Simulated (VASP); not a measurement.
Here is a VASP 6.6.1 calculation.

File INCAR:

```
ALGO     = Normal         # electronic algorithm
EDIFF    = 1E-7           # SCF threshold, eV
EDIFFG   = -0.002         # ionic threshold
ENCUT    = 520            # plane-wave cutoff, eV
GGA      = PE             # functional
IBRION   = 2              # ionic algorithm
ISIF     = 3              # what is computed and relaxed
ISMEAR   = 0              # smearing method
LASPH    = T              # aspherical terms in the spheres
LCHARG   = F              # write CHGCAR
LREAL    = F              # projectors in reciprocal space
LWAVE    = F              # write WAVECAR
NELM     = 80             # most SCF steps
NSW      = 80             # ionic steps
PREC     = Accurate       # precision mode
SIGMA    = 1.0            # smearing width, eV
```

File KPOINTS:

```
k-points
0
Gamma
  10 10 10
```

The input POSCAR:

```
GaP                                     
1.0
    0.0000000000      2.7541018203      2.7541018203
    2.7541018203     -0.0000000000      2.7541018203
    2.7541018203      2.7541018203      0.0000000000
  Ga              P             
     1     1
Direct
     0.0000000000000000    0.0000000000000000    0.0000000000000000
     0.2500000000000000    0.2500000000000000    0.2500000000000000
```

Potentials or basis: VASP PAW PBE potentials, release 64 (Ga_d, P).

Command:

```bash
$ cat potpaw_PBE.64/Ga_d/POTCAR potpaw_PBE.64/P/POTCAR > POTCAR
$ mpirun -np 1 vasp_std > vasp.out
```

Problem. What does it give for the band gap on the k mesh?

Solution. 1.57 eV, direct.

Final structure:
```xyz
2
Lattice="0.0000 2.7541 2.7541 2.7541 0.0000 2.7541 2.7541 2.7541 0.0000" Properties=species:S:1:pos:R:3 pbc="T T T"
Ga    0.0000    0.0000    0.0000
P     1.3771    1.3771    1.3771
```

Caveat: the relaxation stopped at its first step, so nothing moved. A k mesh can miss the band edges.
